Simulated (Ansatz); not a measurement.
# SnTe (Fm-3m) in Ansatz: further runs

Runs on SnTe. Level: PBE. Tasks: single point.

All numbers are computed with Ansatz 0.2.0; they aren't measurements. Logs are shortened: lines on timing, memory, paths and dates and some standing lists are left out, and cuts for length are marked.

### Step 1. The structure

Symmetry: Fm-3m, No. 225, cubic system. The conventional cell has a = 6.302 Å, b = 6.302 Å, c = 6.302 Å, α = 90.00°, β = 90.00°, γ = 90.00°. Te (site symmetry m-3m) is surrounded by 6 Sn at 3.15 Å. Sn (site symmetry m-3m) is surrounded by 6 Te at 3.15 Å.

### Step 2. Single point, PBE

input.yaml

```yaml
crystal:
  lattice:
    - [0.0, 3.15085, 3.15085]
    - [3.15085, 0.0, 3.15085]
    - [3.15085, 3.15085, 0.0]
  atoms:
    - { symbol: Te, position: [0.5, 0.5, 0.5] }
    - { symbol: Sn, position: [0.0, 0.0, 0.0] }
hamiltonian:
  xc: pbe
  pseudopotentials: { kind: paw }
kpoints:
  mp_grid: { grid: [7, 7, 7] }
scf:
  occupations: { method: gaussian, width: 0.014 }
output:
  forces: true
  stress: true
  eigenvalues: true
```

Potentials or basis: Ansatz PAW.

Run with:

```sh
> ansatz run input.yaml --threads 2 --pin off --max-ram 5632MiB --backend cpu --events-out ev --progress --plain --runs-dir out
```

Standard output:

```text
Warning: RAYON_NUM_THREADS=2 ignored (pool sized by the plan → 2); use --threads N
Engine: ansatz 0.2.0, x86_64-unknown-linux-gnu
Pseudopotentials: kind: paw
Pseudopotential: Te, paw, valence charge 16, recommended cutoff 420 eV (normal), Te.paw.azcp
Pseudopotential: Sn, paw, valence charge 14, recommended cutoff 420 eV (normal), Sn.paw.azcp
Functional definition: PBE
  parameter kappa = 0.804
  parameter beta = 0.06672455060314922
  exchange = pbe_x(kappa = kappa, mu = beta*pi^2/3)
  correlation = pbe_c(beta = beta)
Crystal: 2 atoms, lattice volume = 62.562 Å³
Basis set: ecut = 420 eV, 1243 PW (Γ), exchange–correlation on 60×60×60 points (8 copies of the dense FFT grid, shifted against one another)
Bands: 19, of which v1, the nominal top of the filled ones, is band 15 counted from 1 (14 counted from 0)
Symmetry: 48 space group operations
Space group: Fm-3m (ITA 225), of the structure as read, at distance tolerance 4.0e-5 Å
k-points: 20 of 343
Non-local potential: Te, projectors of the file, l = 0: 2, l = 1: 2, l = 2: 2, l = 3: 2
Non-local potential: Sn, projectors of the file, l = 0: 2, l = 1: 2, l = 2: 2, l = 3: 2
PAW form: soft (Blöchl's): semilocal exchange-correlation on the pseudo side does not see the compensation charge
PAW one-centre angular grid: Te, 590 points (default); XC on 64 Gauss nodes
PAW one-centre angular grid: Sn, 590 points (default); XC on 64 Gauss nodes
Initial density: superposition of atomic densities (neutral atoms: chi_scale 0, normalization atom), corrected by the library's trained network
Initial wavefunctions: pseudopotential atomic-orbital guess
Functional: x = pbe(κ = 0.804, μ = 0.2195149727645171), c = pbe(β = 0.06672455060314922)
SCF iter   1: F=—  HF=-13004.730365 eV  |F-HF|=—  |Δ(HF+E_count)|=         —  Δρ=5.42e-4  dr2=1.24e-4  ethr=1.77e-3  ⟨swp⟩=6.3  Hψ=2011  notcnv=0
preconditioner: auto → none  [insulator: Δε(μ)=0.662 eV  Ē_g=8.672 eV  σ=0.014 eV  W_gap=1.00  n_scr=14 (ndim 8)  ℏωp=14.8 eV  f_vac=0.009  D(μ)=0.00/eV (n_scr^D=0)  ε∞_Penn≈3.9]
SCF iter   2: F=—  HF=-13004.728770 eV  |F-HF|=—  |Δ(HF+E_count)|=   1.60e-3  Δρ=3.80e-4  dr2=7.08e-5  ethr=4.14e-7  ⟨swp⟩=3.0  Hψ=1061  notcnv=0
SCF iter   3: F=—  HF=-13004.728783 eV  |F-HF|=—  |Δ(HF+E_count)|=   1.39e-5  Δρ=1.59e-4  dr2=1.04e-5  ethr=2.36e-7  ⟨swp⟩=2.0  Hψ=592  notcnv=0
SCF iter   4: F=—  HF=-13004.728807 eV  |F-HF|=—  |Δ(HF+E_count)|=   2.40e-5  Δρ=5.28e-5  dr2=1.68e-6  ethr=3.46e-8  ⟨swp⟩=2.0  Hψ=680  notcnv=0
SCF iter   5: F=—  HF=-13004.728807 eV  |F-HF|=—  |Δ(HF+E_count)|=   8.45e-7  Δρ=2.35e-5  dr2=3.29e-7  ethr=5.60e-9  ⟨swp⟩=2.3  Hψ=667  notcnv=0
SCF iter   6: F=-13004.728806 eV  HF=-13004.728806 eV  |F-HF|=2.80e-8  |Δ(HF+E_count)|=   2.34e-7  Δρ=5.67e-6  dr2=1.86e-8  ethr=3.33e-10  ⟨swp⟩=5.6  Hψ=1583  notcnv=0
SCF 1 converged in 6 iterations: F = -13004.728806 eV  dr2 = 1.86e-8
SCF converged after 6 iterations
Free energy (F): -13004.728806 eV
Harris-Foulkes:  -13004.728806 eV  (|F-HF|=2.80e-8)
Internal energy: -13004.728806 eV  (E = F + TS)
E sigma→0 (E₀):  -13004.728806 eV
Fermi energy:    9.776682 eV
--- Per-component energies (eV) ---
  E_band       = -353.578424
  E_kinetic    = 366.171870
  E_local      = -2152.586448  (includes V_loc(G=0)·N_el)
  E_nonlocal   = -343.012880
  E_hartree    = 1353.591004
  E_xc         = -507.786438
  E_vxc        = -201.036273  (∫ρ·V_xc dr)
  E_paw        = -8795.615231  (= ΣΔE_a)
  E_vpaw       = -730.287084  (= ΣTr[D̂ρ^β])
  E_aug_tail   = -0.000158  (compensation charges beyond the density's cutoff)
  E_ewald      = -2925.490525
  E_smearing   = -0.000000  (= −TS)
  E_closure    = -0.000000  (closes the sum)
  Σ components = -13004.728806   (vs F -13004.728806, Δ=0.00e0)
--- Forces (eV/Å), atoms counted from 1 ---
  atom   1  Te     0.00000000    -0.00000000    -0.00000000
  atom   2  Sn    -0.00000000    -0.00000000     0.00000000
  max |Σ_I F_I| component: 3.55e-29 eV/Å
--- Stress (GPa, compression-positive) ---
        2.227445       0.000000      -0.000000
       -0.000000       2.227445       0.000000
       -0.000000      -0.000000       2.227445
  P = ⅓ Tr σ = 2.2274 GPa (22.274 kbar)
--- Band table (eV; the first three rows and the last of 20) ---
  k-point 0: bands = ["-27.3918", "-27.3918", "-27.3879", "-27.3879", "-27.3879", "-12.2193", "-12.2193", "-12.2144", "-12.2144", "-12.2144", "-3.1225", "5.0068", "7.5397", "7.5397", "7.5397", "13.0395", "13.0395", "13.0395", "14.4608"]
  k-point 1: bands = ["-27.3918", "-27.3918", "-27.3878", "-27.3877", "-27.3877", "-12.2203", "-12.2203", "-12.2141", "-12.2133", "-12.2133", "-2.9516", "4.1235", "7.5702", "7.5702", "8.1482", "12.2046", "12.2046", "12.2434", "14.4118"]
  k-point 2: bands = ["-27.3917", "-27.3917", "-27.3876", "-27.3874", "-27.3874", "-12.2229", "-12.2229", "-12.2135", "-12.2104", "-12.2104", "-2.4837", "2.6536", "7.6819", "7.6819", "8.8964", "10.9779", "10.9779", "11.0478", "15.1008"]
  k-point 19: bands = ["-27.3919", "-27.3914", "-27.3875", "-27.3872", "-27.3867", "-12.2316", "-12.2202", "-12.2124", "-12.2095", "-12.2044", "-1.4892", "2.2044", "4.7363", "5.4549", "8.4591", "10.8807", "13.8196", "14.7298", "14.9626"]
```

It took 1.1 s on 2 threads of Intel Xeon Platinum 8488C (Sapphire Rapids), shared host; peak memory 0.39 GiB.

Results:

```yaml
Free_energy: -13004.7288 eV
Pressure: 2.2 GPa
```

Caveat: this odd mesh misses L, where the gap lies, so gap, dielectric constants and Born charges aren't listed.

### Step 3. Single point, PBE

input.yaml, as its differences from that of step 2:

```diff
@@ -14,3 +14,3 @@
 scf:
-  occupations: { method: gaussian, width: 0.014 }
+  occupations: { method: gaussian, width: 0.015 }
 output:
```

Potentials or basis: Ansatz PAW.

Run with:

```sh
> ansatz run input.yaml --threads 2 --pin off --max-ram 5632MiB --backend cpu --events-out ev --progress --plain --runs-dir out
```

Wall time 1.1 s (2 threads of Intel Xeon Platinum 8488C (Sapphire Rapids), shared host); peak memory 0.4 GiB.

The run converged. Its results:

```yaml
Free_energy: -13004.7288 eV
Pressure: 2.2 GPa
```

Levels at points of the mesh, in eV from the Fermi level:
| k point | band 12 | band 13 | band 14 | band 15 | band 16 | band 17 | band 18 | band 19 |
| --- | --- | --- | --- | --- | --- | --- | --- | --- |
| (0.00, 0.00, 0.00) | -4.77 | -2.24 | -2.24 | -2.24 | 3.26 | 3.26 | 3.26 | 4.68 |

Caveat: this odd mesh misses L, where the gap lies, so gap, dielectric constants and Born charges aren't listed. The run has no spin-orbit coupling, so splittings on Te are missing.

### Step 4. Single point, PBE

input.yaml, as its differences from that of step 3:

```diff
@@ -14,3 +14,3 @@
 scf:
-  occupations: { method: gaussian, width: 0.015 }
+  occupations: { method: gaussian, width: 0.016 }
 output:
```

Run with:

```sh
> ansatz run input.yaml --threads 2 --pin off --max-ram 5632MiB --backend cpu --events-out ev --progress --plain --runs-dir out
```

Wall time 1.1 s (2 threads of Intel Xeon Platinum 8488C (Sapphire Rapids), shared host); peak memory 0.39 GiB.

The run converged. Its results:

```yaml
Free_energy: -13004.7288 eV
Pressure: 2.2 GPa
```

Levels at points of the mesh, in eV from the Fermi level:
```csv
k point,band 13,band 14,band 15,band 16,band 17,band 18
"(0.00, 0.00, 0.00)",-2.24,-2.24,-2.24,3.26,3.26,3.26
```

Caveat: this odd mesh misses L, where the gap lies, so gap, dielectric constants and Born charges aren't listed. Spin-orbit coupling is left out, which matters for the levels of Te.

### Step 5. Single point, PBE

input.yaml, as its differences from that of step 4:

```diff
@@ -14,3 +14,3 @@
 scf:
-  occupations: { method: gaussian, width: 0.016 }
+  occupations: { method: gaussian, width: 0.017 }
 output:
@@ -19 +19,5 @@
   eigenvalues: true
+  write_density: true
+  write_potential: true
+  elf: true
+  volumetric_format: npy
```

Run with:

```sh
> ansatz run input.yaml --threads 2 --pin off --max-ram 5632MiB --backend cpu --events-out ev --progress --plain --runs-dir out
```

Run time: 1.5 s. Hardware: 2 threads of Intel Xeon Platinum 8488C (Sapphire Rapids), shared host; peak memory 0.4 GiB.

The run converged. Its results:

```
Free energy : -13004.7288 eV
Pressure    : 2.2 GPa
```

Levels at points of the mesh, in eV from the Fermi level:
```
           k point  band 12  band 13  band 14  band 15  band 16  band 17  band 18  band 19
(0.00, 0.00, 0.00)    -4.77    -2.24    -2.24    -2.24     3.26     3.26     3.26     4.68
```

Caveat: this odd mesh misses L, where the gap lies, so gap, dielectric constants and Born charges aren't listed. Spin-orbit coupling is left out, which matters for the levels of Te.

### Step 6. Single point, PBE

input.yaml, as its differences from that of step 5:

```diff
@@ -14,3 +14,3 @@
 scf:
-  occupations: { method: gaussian, width: 0.017 }
+  occupations: { method: gaussian, width: 0.018 }
 output:
@@ -19,5 +19 @@
   eigenvalues: true
-  write_density: true
-  write_potential: true
-  elf: true
-  volumetric_format: npy
```

Potentials or basis: Ansatz PAW.

Run with:

```sh
> ansatz run input.yaml --threads 2 --pin off --max-ram 5632MiB --backend cpu --events-out ev --progress --plain --runs-dir out
```

Run time: 1.3 s. Hardware: 2 threads of Intel Xeon Platinum 8488C (Sapphire Rapids), shared host; peak memory 0.4 GiB.

Results (log left out):

```yaml
Free_energy: -13004.7288 eV
Pressure: 2.2 GPa
```

Levels at points of the mesh, in eV from the Fermi level:
| k point | band 11 | band 12 | band 13 | band 14 | band 15 | band 16 | band 17 | band 18 | band 19 |
| --- | --- | --- | --- | --- | --- | --- | --- | --- | --- |
| (0.00, 0.00, 0.00) | -12.90 | -4.77 | -2.24 | -2.24 | -2.24 | 3.26 | 3.26 | 3.26 | 4.68 |

Caveat: this odd mesh misses L, where the gap lies, so gap, dielectric constants and Born charges aren't listed. Spin-orbit coupling is left out, which matters for the levels of Te.

### Step 7. Overview

| smearing | pressure (GPa) |
| --- | --- |
| gaussian 0.014 eV | 2.2 |
| gaussian 0.015 eV | 2.2 |
| gaussian 0.016 eV | 2.2 |
| gaussian 0.017 eV | 2.2 |
| gaussian 0.018 eV | 2.2 |

Alike in all rows: task single point; level PBE; potentials or basis Ansatz PAW; no spin polarisation; cell as given; k mesh 7 × 7 × 7; cutoff (eV) 420.

Absolute energies hang on the potentials; compare differences alone.
